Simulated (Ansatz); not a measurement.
Write the native input for Ansatz 0.2.0 that does the following.

```
Task                : relaxation of the atoms
Functional          : PBE
Potentials or basis : Ansatz PAW
Cutoff              : 420 eV (not typed: the program's choice for these potentials)
k mesh              : 9 × 9 × 9
Occupations         : fermi-dirac, width 0.05 eV
Spin                : no spin polarisation
```

Crystal: O.

```
O
1.0
     1.70845    0.96703    3.73200
    -1.70845    0.96703    3.73200
     0.00000   -1.93406    3.73200
O
2
Direct
  0.05461 0.05461 0.05461
  0.94539 0.94539 0.94539
```

The cell isn't the ideal one: strained by +2 %.

These files were run (other wordings do the same):

input.yaml

```yaml
crystal:
  lattice:
    - [1.708446863, 0.9670316238, 3.7319995215]
    - [-1.708446863, 0.9670316238, 3.7319995215]
    - [0.0, -1.9340632475, 3.7319995215]
  atoms:
    - { symbol: O, position: [0.05461472, 0.05461472, 0.05461472] }
    - { symbol: O, position: [0.94538528, 0.94538528, 0.94538528] }
hamiltonian:
  xc: pbe
  pseudopotentials: { kind: paw }
kpoints:
  mp_grid: { grid: [9, 9, 9] }
scf:
  occupations: { method: fermi_dirac, width: 0.05 }
output:
  forces: true
  stress: true
  eigenvalues: true
relax:
  f_tol: 0.01
  max_steps: 40
```

Potentials or basis: Ansatz PAW.

The run is started by

```console
$ ansatz run input.yaml --threads 2 --pin off --max-ram 5632MiB --backend cpu --events-out ev --progress --plain --runs-dir out
```

Results of the run:

- Energy gained by relaxing: 0.5 meV/atom
- Ionic steps: 4
- Pressure after relaxing: -2.2 GPa
- Largest force after relaxing: 0.003 eV/Å
- Band gap on the k mesh: none (metal or under the smearing width)

Caveat: spin is off for a triplet molecule; the pressure holds a Pulay correction of +0.7 GPa for the finite cutoff; the thresholds are loose for stress.

Wall time 10 s on 2 threads of Arm Neoverse V1, with other jobs on the host, peak memory 0.36 GiB.
